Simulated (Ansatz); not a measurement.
Input and command of a plane-wave DFT calculation in Ansatz:

```yaml
crystal:
  lattice:
    - [-3.3236145463, 3.3236145463, 3.3236145463]
    - [3.3236145463, -3.3236145463, 3.3236145463]
    - [3.3236145463, 3.3236145463, -3.3236145463]
  atoms:
    - { symbol: Si, position: [0.2052909756, 0.1956633538, 0.2110272735] }
    - { symbol: Si, position: [0.4995651735, 0.0152560833, 0.3019490094] }
    - { symbol: Si, position: [0.3047714727, 0.5, 0.0061711244] }
    - { symbol: Si, position: [-0.0096276218, 0.2890805629, 0.4808525928] }
    - { symbol: Si, position: [0.8024916722, 0.7928640504, 0.8082279701] }
    - { symbol: Si, position: [0.4995651735, 0.0152560833, 0.7047483128] }
    - { symbol: Si, position: [0.7075707761, 0.5, 0.0061711244] }
    - { symbol: Si, position: [-0.0096276218, 0.6918798663, 0.4808525928] }
basis:
  ecutwfc: 500
kpoints:
  mp_grid: { grid: [8, 8, 8] }
hamiltonian:
  xc: r2scan
scf:
  occupations: { method: gaussian, width: 0.15 }
output:
  forces: true
  stress: true
  eigenvalues: true
```

```bash
ansatz run input.yaml --threads 2 --pin off --max-ram 5120MiB --backend cpu --events-out ev --progress --plain --runs-dir out
```

Processor: Intel(R) Xeon(R) 6975P-C (Granite Rapids), 2 threads, on a host shared with other jobs.

Problem. Estimate time, memory and problem size.

Solution. About 33 s on 2 threads of Intel(R) Xeon(R) 6975P-C (Granite Rapids), with other jobs on the host, peak memory 1.4 GiB. It solves 24 bands at 260 k points (the mesh reduced by symmetry) with about 3781 plane waves, in 6 SCF iterations.
